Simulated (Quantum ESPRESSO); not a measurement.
Crystal: V.

```
V
1.0
    -1.51435    1.51435    1.51435
     1.51435   -1.51435    1.51435
     1.51435    1.51435   -1.51435
V
1
Direct
  0.00000 0.00000 0.00000
```

| Property | Result |
| --- | --- |
| Program | Quantum ESPRESSO 7.5 |
| Task | phonon dispersion |
| Functional | PBEsol |
| Potentials or basis | GBRV 1.5 PBEsol |
| Cutoff | 612 eV |
| Density cutoff | 4898 eV |
| k mesh | 12 × 12 × 12 |
| Occupations | cold, width 0.2 eV |
| Spin | collinear spin, ferromagnetic start |
| Starting moments | [2.0] μB |
| Mixing beta | 0.3 |
| Most SCF iterations | 120 |
| SCF threshold | 2e-10 Ry |
| q mesh | 2 × 2 × 2 |

The cell and the atoms were relaxed first, to 12.91 Å³/atom (a = 2.560 Å, b = 2.560 Å, c = 2.560 Å, α = 109.47°, β = 109.47°, γ = 109.47°), and the response was taken there.

Task: What are the zero-point energy, and the vibrational entropy and heat capacity at 298.15 K?

Result: Zero-point energy 36.1 meV/atom; entropy 3.38 k_B/atom (28.1 J/(K·mol of atoms)); Cv 2.78 k_B/atom, 93 % of the classical limit. These are harmonic values without the electrons' part.

Phonon frequencies at the corners of the path (cm⁻¹, interpolated; i marks imaginary ones):
| point | frequencies |
| --- | --- |
| Γ | 0 0 0 |
| H | 260 260 260 |
| N | 183 193 229 |
| P | 211 211 211 |

Harmonic thermodynamics per atom at this volume (zero-point energy 36.1 meV, Debye temperature from the second moment 368 K):
| T (K) | free energy (meV) | entropy (k_B) | heat capacity Cv (k_B) |
| --- | --- | --- | --- |
| 50 | 36.0 | 0.13 | 0.43 |
| 100 | 34.1 | 0.82 | 1.63 |
| 200 | 20.3 | 2.31 | 2.54 |
| 298.15 | -4.0 | 3.38 | 2.78 |
| 500 | -76.7 | 4.86 | 2.92 |
| 800 | -221.6 | 6.25 | 2.97 |

Phonon states per cell in windows of 20 cm⁻¹ (negative: imaginary):
| from (cm⁻¹) | total |
| --- | --- |
| 0 | 0.00 |
| 20 | 0.00 |
| 40 | 0.01 |
| 60 | 0.03 |
| 80 | 0.04 |
| 100 | 0.07 |
| 120 | 0.11 |
| 140 | 0.18 |
| 160 | 0.31 |
| 180 | 0.65 |
| 200 | 0.84 |
| 220 | 0.55 |
| 240 | 0.20 |

A q mesh this small can miss soft modes between its points.

Caveat: the q mesh is small, so phonon branches between its points and thermal values are rough.
